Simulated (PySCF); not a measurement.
Species: C2H2Cl2.
SMILES with atom numbers: `[Cl:1]/[CH:2]=[CH:3]/[Cl:4]` (hydrogens: H5 on C2; H6 on C3)

Method: PBE0-D3(BJ)/def2-SVP geometry optimisation, gas phase in PySCF; density fitting, grid level 1; the optimiser is geomeTRIC in internal coordinates, started from a GFN2-xTB structure with every atom displaced at random (about 0.01 Å).

Step 0: E = -27130.9254 eV
```
atom  x, y, z in Å  |  force x, y, z in eV/Å
Cl1    -3.1940    0.0865    0.7495   -1.135   0.569   0.165
C2     -1.7383   -0.7229    0.5339   -0.169  -0.591  -0.044
C3     -0.6055   -0.0693    0.4227    1.991   0.000  -0.187
Cl4     0.9305   -0.8968    0.2087   -0.699   0.302   0.076
H5     -1.8220   -1.7989    0.4876    0.107  -0.457  -0.018
H6     -0.5021    1.0115    0.4656   -0.095   0.177   0.009
```

Step 1: E = -27130.9663 eV
```
atom  x, y, z in Å  |  force x, y, z in eV/Å
Cl1    -3.2492    0.0961    0.6961    0.358  -0.147   0.082
C2     -1.7279   -0.7206    0.5487   -0.213   0.158   0.063
C3     -0.5676   -0.0676    0.4623   -0.330   0.045  -0.253
Cl4     0.8911   -0.9087    0.1491    0.229  -0.048   0.139
H5     -1.7873   -1.8109    0.5194   -0.062   0.012  -0.060
H6     -0.4903    1.0218    0.4925    0.018  -0.019   0.029
```

**Question.** Estimate the geometry and energy of step 2. (The exact step hangs on the optimiser's Hessian estimate; all steps are aligned on step 1, rigid shifts and turns removed.)

**Answer.** E = -27130.9698 eV, largest force 0.248 eV/Å
```
atom  x, y, z in Å  |  force x, y, z in eV/Å
Cl1    -3.1974    0.1353    0.7857   -0.028  -0.117  -0.100
C2     -1.7401   -0.7412    0.5103    0.108   0.050   0.080
C3     -0.5813   -0.0925    0.3961    0.107   0.154   0.162
Cl4     0.9498   -0.8597    0.2434   -0.147  -0.113  -0.104
H5     -1.8350   -1.8288    0.4783   -0.026   0.011  -0.005
H6     -0.5272    0.9968    0.4542   -0.014   0.016  -0.033
```

The energy changes by -0.0035 eV. The first-order estimate −F·Δx gives -0.0653 eV and the mean of the old and new forces, exact on a quadratic surface, -0.0037 eV. The step makes an angle of 63° with the force vector and moves no atom by more than 0.121 Å.

What follows is the cost of the whole optimisation. The run took 17 s wall on one thread, Arm Neoverse N1 (aarch64), no GPU, shared host, and the process peaked at 0.32 GiB of memory.
